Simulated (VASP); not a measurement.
VASP input:

KPOINTS:
```
Automatic mesh
0
Gamma
8 8 8
0 0 0
```

INCAR:
```
ALGO = Normal
EDIFF = 1E-7
ENCUT = 520
GGA = RP
ISIF = 2
ISMEAR = -5
LASPH = .True.
LCHARG = .True.
LMAXMIX = 4
LORBIT = 11
LREAL = .False.
LWAVE = .False.
NEDOS = 601
NELM = 100
PREC = Accurate
SYSTEM = AlSb
```

File POSCAR:
```
AlSb
1
    0.0000000000     3.1405828490     3.1405828490
    3.1405828490     0.0000000000     3.1405828490
    3.1405828490     3.1405828490     0.0000000000
Al Sb
1 1
Direct
  0.0000000000   0.0000000000   0.0000000000
  0.2500000000   0.2500000000   0.2500000000
```

POTCAR, in this order: Al Sb (PBE.64 set). Program: vasp_std.

Problem. Translate this RPBE calculation to Ansatz.

Solution. One equivalent input (not run):
Ansatz 0.2 input:
```yaml
crystal:
  lattice:
    - [0.0000000, 3.1405828, 3.1405828]
    - [3.1405828, 0.0000000, 3.1405828]
    - [3.1405828, 3.1405828, 0.0000000]
  atoms:
    - { symbol: Al, position: [0.0000000, 0.0000000, 0.0000000] }
    - { symbol: Sb, position: [0.2500000, 0.2500000, 0.2500000] }
kpoints:
  mp_grid: { grid: [8, 8, 8] }
hamiltonian:
  xc: rpbe
  pseudopotentials: { kind: paw }
scf:
  occupations: { method: tetrahedron }
  max_iter: 100
output: { forces: true, stress: true, eigenvalues: true }
```
Limits of the translation: each code has its own PAW files, so the cut-off isn't converted (ENCUT is set for VASP's; basis.ecutwfc is left out, and Ansatz then takes the one that its files recommend); Ansatz stops its SCF on the density residual and VASP on the energy change (EDIFF).

The compound is AlSb in the zinc blende structure. It was relaxed first, which changed the volume by +7 %.
